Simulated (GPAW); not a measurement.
A run of GPAW 26.7.0 is set up as follows.

Contents of run.py:

```python
import numpy as np
from ase.dft.bandgap import bandgap
from ase.io import read, write
from gpaw import GPAW, PW
from gpaw.response.df import DielectricFunction

atoms = read('AlN.xyz')

calc = GPAW(mode=PW(550),
            xc='PBE',
            kpts={'size': (8, 8, 8), 'gamma': True},
            occupations={'name': 'fermi-dirac', 'width': 0.001},
            nbands=11,
            convergence={'density': 1e-06},
            maxiter=150,
            txt='gpaw.txt')
atoms.calc = calc
energy = atoms.get_potential_energy()
calc.write('gs.gpw')
write('result.traj', atoms)
print(f'Energy: {energy:.6f} eV')
print('Fermi level:', round(calc.get_fermi_level(), 4), 'eV')
print(f'Gap: {bandgap(calc)[0]:.4f} eV, direct: {bandgap(calc, direct=True)[0]:.4f} eV')

for size in [(26, 26, 26)]:
    name = 'x'.join(str(n) for n in size)
    dense = calc.fixed_density(kpts={'size': size, 'gamma': True},
                               nbands=30, convergence={'bands': 24, 'eigenstates': 1e-7},
                               update_fermi_level=True, txt=f'dense-{name}.txt')
    dense.write(f'{name}.gpw', mode='all')
    df = DielectricFunction(f'{name}.gpw', frequencies=np.array([0.0]), hilbert=False, eta=0.001,
                            ecut=80, nbands=24, intraband=False, txt=f'df-{name}.txt')
    for xc in ['ALDA']:
        for direction in ['x', 'y', 'z', [0, 1, 1], [1, 0, 1], [1, 1, 0]]:
            e0, e = df.get_macroscopic_dielectric_constant(xc=xc, direction=direction)
            print(f'{name} {xc} {direction}: {e0:.4f} without, {e:.4f} with local fields')
```

The input AlN.xyz:

```xyz
2
Lattice="0.0000000000 2.1839935596 2.1839935596 2.1839935596 0.0000000000 2.1839935596 2.1839935596 2.1839935596 0.0000000000" Properties=species:S:1:pos:R:3 pbc="T T T"
Al     0.0000000000      0.0000000000      0.0000000000
N      1.0919967798      1.0919967798      1.0919967798
```

Potentials or basis: GPAW PAW data sets (gpaw-data 1.2.1), pw.

Run with:

```bash
$ OMP_NUM_THREADS=1 python run.py
```

Task: What does it give for the electronic dielectric tensor (diagonal)?

Result: 4.56.

Task: Predict the band gap on the k mesh.

Result: 3.29 eV, indirect (least direct gap 4.15 eV).

Electronic dielectric tensor:
```
4.56 0.00 0.00
0.00 4.56 0.00
0.00 0.00 4.56
```

Caveat: the long-wavelength limit can be off by a per cent or two. Expect the measured gap to be larger: semilocal functionals such as PBE lack the derivative discontinuity.
